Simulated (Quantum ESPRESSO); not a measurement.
Set up this calculation in Quantum ESPRESSO 7.5, as the native input.

* Task: phonons and electron-phonon coupling
* Functional: PBE
* Potentials or basis: GBRV 1.5 PBE
* Cutoff: 612 eV
* Density cutoff: 4898 eV
* k mesh: 8 × 8 × 4
* Occupations: methfessel-paxton, width 0.272 eV
* Spin: no spin polarisation
* Mixing beta: 0.5
* Most SCF iterations: 120
* SCF threshold: 8e-10 Ry
* q mesh: 2 × 2 × 1

ZrC:

```
CELL_PARAMETERS angstrom
3.39148 0.00000 0.00000
-1.69574 2.93710 0.00000
0.00000 0.00000 5.29005
ATOMIC_POSITIONS crystal
Zr 0.66667 0.33333 0.75000
Zr 0.33333 0.66667 0.25000
C 0.00000 0.00000 0.50000
C 0.00000 0.00000 0.00000
```

The cell comes from a database or a generator and needn't be the stable form of this composition.

The input as run:

pw.in

```
&CONTROL
  calculation = 'scf'
  prefix = 'pwscf'
  outdir = './tmp'
  pseudo_dir = './pseudo'
  tprnfor = .true.
  tstress = .true.
  disk_io = 'low'
/
&SYSTEM
  ibrav = 0
  celldm(1) = 8
  nat = 4
  ntyp = 2
  ecutwfc = 45
  ecutrho = 360
  nbnd = 24
  occupations = 'smearing'
  smearing = 'mp'
  degauss = 0.01999163
/
&ELECTRONS
  conv_thr = 8d-10
  electron_maxstep = 120
  mixing_beta = 0.5
/
ATOMIC_SPECIES
Zr    91.2240 zr_pbe_v1.uspp.F.UPF
C     12.0110 c_pbe_v1.2.uspp.F.UPF
CELL_PARAMETERS alat
  0.8011201639836   0.0000000000000   0.0000000000000
 -0.4005600819918   0.6937904134912   0.0000000000000
  0.0000000000000   0.0000000000000   1.2495939193444
ATOMIC_POSITIONS crystal
Zr     0.6666666667    0.3333333333    0.7500000000
Zr     0.3333333333    0.6666666667    0.2500000000
C      0.0000000000    0.0000000000    0.5000000000
C      0.0000000000    0.0000000000    0.0000000000
K_POINTS automatic
8 8 4 0 0 0
```

relax.in

```
&CONTROL
  calculation = 'vc-relax'
  prefix = 'pwscf'
  outdir = './tmp'
  pseudo_dir = './pseudo'
  tprnfor = .true.
  tstress = .true.
  disk_io = 'low'
  nstep = 40
  forc_conv_thr = 0.0001
  etot_conv_thr = 1d-06
/
&SYSTEM
  ibrav = 0
  celldm(1) = 8
  nat = 4
  ntyp = 2
  ecutwfc = 45
  ecutrho = 360
  nbnd = 24
  occupations = 'smearing'
  smearing = 'mp'
  degauss = 0.01999163
/
&ELECTRONS
  conv_thr = 8d-10
  electron_maxstep = 120
  mixing_beta = 0.5
/
&IONS
  ion_dynamics = 'bfgs'
/
&CELL
  cell_dynamics = 'bfgs'
  press = 0
  press_conv_thr = 0.2
/
ATOMIC_SPECIES
Zr    91.2240 zr_pbe_v1.uspp.F.UPF
C     12.0110 c_pbe_v1.2.uspp.F.UPF
CELL_PARAMETERS alat
  0.8011201639821   0.0000000000000   0.0000000000000
 -0.4005600819911   0.6937904134925   0.0000000000000
  0.0000000000000   0.0000000000000   1.2495939193444
ATOMIC_POSITIONS crystal
Zr     0.6666666666    0.3333333332    0.7500000000
Zr     0.3333333332    0.6666666666    0.2500000000
C     -0.0000000001   -0.0000000001    0.5000000000
C     -0.0000000001   -0.0000000001    0.0000000000
K_POINTS automatic
8 8 4 0 0 0
```

scf2.in

```
&CONTROL
  calculation = 'scf'
  prefix = 'pwscf'
  outdir = './tmp'
  pseudo_dir = './pseudo'
  tprnfor = .true.
  tstress = .true.
  disk_io = 'low'
/
&SYSTEM
  ibrav = 0
  celldm(1) = 8
  nat = 4
  ntyp = 2
  ecutwfc = 45
  ecutrho = 360
  nbnd = 24
  occupations = 'smearing'
  smearing = 'mp'
  degauss = 0.01999163
/
&ELECTRONS
  conv_thr = 1d-13
  electron_maxstep = 120
  mixing_beta = 0.5
  startingpot = 'file'
  startingwfc = 'file'
/
ATOMIC_SPECIES
Zr    91.2240 zr_pbe_v1.uspp.F.UPF
C     12.0110 c_pbe_v1.2.uspp.F.UPF
CELL_PARAMETERS alat
  0.7938861795830  -0.0000000000068   0.0000000000000
 -0.3969430897856   0.6875255992357   0.0000000000000
  0.0000000000000   0.0000000000000   1.2587509826356
ATOMIC_POSITIONS crystal
Zr     0.6666666665    0.3333333331    0.7500000000
Zr     0.3333333331    0.6666666665    0.2500000000
C     -0.0000000002   -0.0000000002    0.5000000000
C     -0.0000000002   -0.0000000002    0.0000000000
K_POINTS automatic
8 8 4 0 0 0
```

dense.in

```
&CONTROL
  calculation = 'scf'
  prefix = 'pwscf'
  outdir = './tmp'
  pseudo_dir = './pseudo'
  tprnfor = .true.
  tstress = .true.
  disk_io = 'low'
/
&SYSTEM
  ibrav = 0
  celldm(1) = 8
  nat = 4
  ntyp = 2
  ecutwfc = 45
  ecutrho = 360
  nbnd = 24
  occupations = 'smearing'
  smearing = 'mp'
  degauss = 0.01999163
  la2F = .true.
/
&ELECTRONS
  conv_thr = 1d-12
  electron_maxstep = 120
  mixing_beta = 0.5
  startingpot = 'file'
/
ATOMIC_SPECIES
Zr    91.2240 zr_pbe_v1.uspp.F.UPF
C     12.0110 c_pbe_v1.2.uspp.F.UPF
CELL_PARAMETERS alat
  0.7938861795830  -0.0000000000068   0.0000000000000
 -0.3969430897856   0.6875255992357   0.0000000000000
  0.0000000000000   0.0000000000000   1.2587509826356
ATOMIC_POSITIONS crystal
Zr     0.6666666665    0.3333333331    0.7500000000
Zr     0.3333333331    0.6666666665    0.2500000000
C     -0.0000000002   -0.0000000002    0.5000000000
C     -0.0000000002   -0.0000000002    0.0000000000
K_POINTS automatic
24 24 12 0 0 0
```

scf3.in

```
&CONTROL
  calculation = 'scf'
  prefix = 'pwscf'
  outdir = './tmp'
  pseudo_dir = './pseudo'
  tprnfor = .true.
  tstress = .true.
  disk_io = 'low'
/
&SYSTEM
  ibrav = 0
  celldm(1) = 8
  nat = 4
  ntyp = 2
  ecutwfc = 45
  ecutrho = 360
  nbnd = 24
  occupations = 'smearing'
  smearing = 'mp'
  degauss = 0.01999163
/
&ELECTRONS
  conv_thr = 1d-12
  electron_maxstep = 120
  mixing_beta = 0.5
  startingpot = 'file'
/
ATOMIC_SPECIES
Zr    91.2240 zr_pbe_v1.uspp.F.UPF
C     12.0110 c_pbe_v1.2.uspp.F.UPF
CELL_PARAMETERS alat
  0.7938861795830  -0.0000000000068   0.0000000000000
 -0.3969430897856   0.6875255992357   0.0000000000000
  0.0000000000000   0.0000000000000   1.2587509826356
ATOMIC_POSITIONS crystal
Zr     0.6666666665    0.3333333331    0.7500000000
Zr     0.3333333331    0.6666666665    0.2500000000
C     -0.0000000002   -0.0000000002    0.5000000000
C     -0.0000000002   -0.0000000002    0.0000000000
K_POINTS automatic
8 8 4 0 0 0
```

ph.in

```
phonon_bands of ZrC
&INPUTPH
  prefix = 'pwscf'
  outdir = './tmp'
  tr2_ph = 1d-18
  fildyn = 'dyn'
  niter_ph = 90
  alpha_mix(1) = 0.4
  ldisp = .true.
  nq1 = 2
  nq2 = 2
  nq3 = 1
  electron_phonon = 'interpolated'
  el_ph_sigma = 0.005
  el_ph_nsigma = 10
  fildvscf = 'dvscf'
/
```

q2r.in

```
&INPUT
  fildyn = 'dyn'
  zasr = 'crystal'
  flfrc = 'fc'
  la2F = .true.
/
```

matdyn.in

```
&INPUT
  asr = 'crystal'
  flfrc = 'fc'
  flfrq = 'freq'
  q_in_cryst_coord = .true.
  flvec = ' '
/
80
 0.0000000000  0.0000000000  0.0000000000
 0.0500000000  0.0000000000  0.0000000000
 0.1000000000  0.0000000000  0.0000000000
 0.1500000000  0.0000000000  0.0000000000
 0.2000000000  0.0000000000  0.0000000000
 0.2500000000  0.0000000000  0.0000000000
 0.3000000000  0.0000000000  0.0000000000
 0.3500000000  0.0000000000  0.0000000000
 0.4000000000  0.0000000000  0.0000000000
 0.4500000000  0.0000000000  0.0000000000
 0.5000000000  0.0000000000  0.0000000000
 0.4722222222  0.0555555556  0.0000000000
 0.4444444444  0.1111111111  0.0000000000
 0.4166666667  0.1666666667  0.0000000000
 0.3888888889  0.2222222222  0.0000000000
 0.3611111111  0.2777777778  0.0000000000
 0.3333333333  0.3333333333  0.0000000000
 0.3055555556  0.3055555556  0.0000000000
 0.2777777778  0.2777777778  0.0000000000
 0.2500000000  0.2500000000  0.0000000000
 0.2222222222  0.2222222222  0.0000000000
 0.1944444444  0.1944444444  0.0000000000
 0.1666666667  0.1666666667  0.0000000000
 0.1388888889  0.1388888889  0.0000000000
 0.1111111111  0.1111111111  0.0000000000
 0.0833333333  0.0833333333  0.0000000000
 0.0555555556  0.0555555556  0.0000000000
 0.0277777778  0.0277777778  0.0000000000
 0.0000000000  0.0000000000  0.0000000000
 0.0000000000  0.0000000000  0.1000000000
 0.0000000000  0.0000000000  0.2000000000
 0.0000000000  0.0000000000  0.3000000000
 0.0000000000  0.0000000000  0.4000000000
 0.0000000000  0.0000000000  0.5000000000
 0.0454545455  0.0000000000  0.5000000000
 0.0909090909  0.0000000000  0.5000000000
 0.1363636364  0.0000000000  0.5000000000
 0.1818181818  0.0000000000  0.5000000000
 0.2272727273  0.0000000000  0.5000000000
 0.2727272727  0.0000000000  0.5000000000
 0.3181818182  0.0000000000  0.5000000000
 0.3636363636  0.0000000000  0.5000000000
 0.4090909091  0.0000000000  0.5000000000
 0.4545454545  0.0000000000  0.5000000000
 0.5000000000  0.0000000000  0.5000000000
 0.4722222222  0.0555555556  0.5000000000
 0.4444444444  0.1111111111  0.5000000000
 0.4166666667  0.1666666667  0.5000000000
 0.3888888889  0.2222222222  0.5000000000
 0.3611111111  0.2777777778  0.5000000000
 0.3333333333  0.3333333333  0.5000000000
 0.3095238095  0.3095238095  0.5000000000
 0.2857142857  0.2857142857  0.5000000000
 0.2619047619  0.2619047619  0.5000000000
 0.2380952381  0.2380952381  0.5000000000
 0.2142857143  0.2142857143  0.5000000000
 0.1904761905  0.1904761905  0.5000000000
 0.1666666667  0.1666666667  0.5000000000
 0.1428571429  0.1428571429  0.5000000000
 0.1190476190  0.1190476190  0.5000000000
 0.0952380952  0.0952380952  0.5000000000
 0.0714285714  0.0714285714  0.5000000000
 0.0476190476  0.0476190476  0.5000000000
 0.0238095238  0.0238095238  0.5000000000
 0.0000000000  0.0000000000  0.5000000000
 0.5000000000  0.0000000000  0.5000000000
 0.5000000000  0.0000000000  0.4166666667
 0.5000000000  0.0000000000  0.3333333333
 0.5000000000  0.0000000000  0.2500000000
 0.5000000000  0.0000000000  0.1666666667
 0.5000000000  0.0000000000  0.0833333333
 0.5000000000  0.0000000000  0.0000000000
 0.3333333333  0.3333333333  0.0000000000
 0.3333333333  0.3333333333  0.0714285714
 0.3333333333  0.3333333333  0.1428571429
 0.3333333333  0.3333333333  0.2142857143
 0.3333333333  0.3333333333  0.2857142857
 0.3333333333  0.3333333333  0.3571428571
 0.3333333333  0.3333333333  0.4285714286
 0.3333333333  0.3333333333  0.5000000000
```

matdyn_dos.in

```
&INPUT
  asr = 'crystal'
  flfrc = 'fc'
  dos = .true.
  fldos = 'phdos'
  nk1 = 12
  nk2 = 12
  nk3 = 8
  deltaE = 2
  flvec = ' '
  flfrq = ' '
/
```

matdyn_a2f.in

```
&INPUT
  asr = 'crystal'
  flfrc = 'fc'
  la2F = .true.
  dos = .true.
  fldos = 'dos2'
  nk1 = 10
  nk2 = 10
  nk3 = 6
  ndos = 60
  el_ph_nsigma = 10
  flfrq = 'dosfreq2'
  flvec = ' '
/
```

matdyn_mesh.in

```
&INPUT
  asr = 'crystal'
  flfrc = 'fc'
  flfrq = 'mesh'
  q_in_cryst_coord = .true.
  flvec = ' '
/
600
 0.05000000  0.05000000  0.08333333
 0.05000000  0.05000000  0.25000000
 0.05000000  0.05000000  0.41666667
[... 597 further points of the even 10 x 10 x 6 mesh, shifted by half a step ...]
```

Potentials or basis: GBRV 1.5 PBE.

Launch:

```sh
$ OMP_NUM_THREADS=1 mpirun -n 4 pw.x -nk 4 -in pw.in > pw.out
$ OMP_NUM_THREADS=1 mpirun -n 4 pw.x -nk 4 -in relax.in > relax.out
$ OMP_NUM_THREADS=1 mpirun -n 4 pw.x -nk 4 -in scf2.in > scf2.out
$ OMP_NUM_THREADS=1 mpirun -n 4 pw.x -nk 4 -in dense.in > dense.out
$ OMP_NUM_THREADS=1 mpirun -n 4 pw.x -nk 4 -in scf3.in > scf3.out
$ OMP_NUM_THREADS=1 mpirun -n 4 ph.x -nk 4 -in ph.in > ph.out
$ OMP_NUM_THREADS=1 mpirun -n 1 q2r.x -in q2r.in > q2r.out
$ OMP_NUM_THREADS=1 mpirun -n 1 matdyn.x -in matdyn.in > matdyn.out
$ OMP_NUM_THREADS=1 mpirun -n 1 matdyn.x -in matdyn_dos.in > matdyn_dos.out
$ OMP_NUM_THREADS=1 mpirun -n 1 matdyn.x -in matdyn_a2f.in > matdyn_a2f.out
$ OMP_NUM_THREADS=1 mpirun -n 1 matdyn.x -in matdyn_mesh.in > matdyn_mesh.out
```

It gave:

```yaml
Relaxed_volume: 13.03 Å³/atom
Relaxed_cell: a = 3.361 Å, b = 3.361 Å, c = 5.329 Å, α = 90.00°, β = 90.00°, γ = 120.00°
Space_group_after_relaxing_to_0.05_Å: P6_3/mmc (No. 194)
Pressure_after_relaxing: 0.0 GPa
Band_gap_on_the_k_mesh: none (metal or under the smearing width)
Highest_phonon_frequency: 622 cm⁻¹
Zero-point_energy: 0.067 eV/atom
```

Caveat: the mesh is thin for the phonons of a metal; λ from interpolated matrix elements is rough: modes that symmetry makes equal can differ by tens of percent; the q mesh is small, so phonon branches between its points and thermal values are rough.

Wall time 13 min on 4 MPI ranks on Arm Neoverse V2, with other jobs on the host, peak memory 0.64 GiB a rank.
